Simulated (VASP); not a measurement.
The system is ZnS (Wurtzite-2H).

```
CELL_PARAMETERS angstrom
3.81100 0.00000 0.00000
-1.90550 3.30042 0.00000
0.00000 0.00000 6.23400
ATOMIC_POSITIONS crystal
Zn 0.66667 0.33333 0.50000
Zn 0.33333 0.66667 0.00000
S 0.66667 0.33333 0.88500
S 0.33333 0.66667 0.38500
```

```yaml
Program: VASP 6.6.1
Task: relaxation of cell and atoms
Functional: PBEsol
Potentials_or_basis: VASP PAW PBE potentials, release 64 (Zn, S)
Cutoff: 600 eV
k_mesh: 8 × 8 × 5
Occupations: fermi-dirac, width 0.05 eV
Spin: no spin polarisation
```

At the start: pressure -1.1 GPa; volume 19.60 Å³/atom.

Problem. Where does the relaxation end?

Solution. Over 7 steps the energy falls by 6.5 meV/atom and the volume is 19.28 Å³/atom (-1.6 %); space group P6_3mc (No. 186, to 0.05 Å).

Step by step:
```csv
step,energy change (eV),largest force (eV/Å),pressure (GPa),volume (Å³)
1,0.0000,0.3086,-1.10,78.41
2,-0.0199,0.1196,0.24,76.89
3,-0.0201,0.0994,0.33,76.77
4,-0.0232,0.0464,0.04,77.06
5,-0.0244,0.0017,-0.21,77.29
6,-0.0245,0.0166,-0.26,77.39
7,-0.0258,0.0101,0.03,77.12
```

Final structure:
```xyz
4
Lattice="3.7852 0.0000 0.0000 -1.8926 3.2781 0.0000 0.0000 0.0000 6.2155" Properties=species:S:1:pos:R:3 pbc="T T T"
Zn    1.8926    1.0927    3.1408
Zn    0.0000    2.1854    0.0331
S     1.8926    1.0927    5.4676
S     0.0000    2.1854    2.3599
```

Caveat: the PAW data sets were made with another functional, which shifts forces and pressure a little.
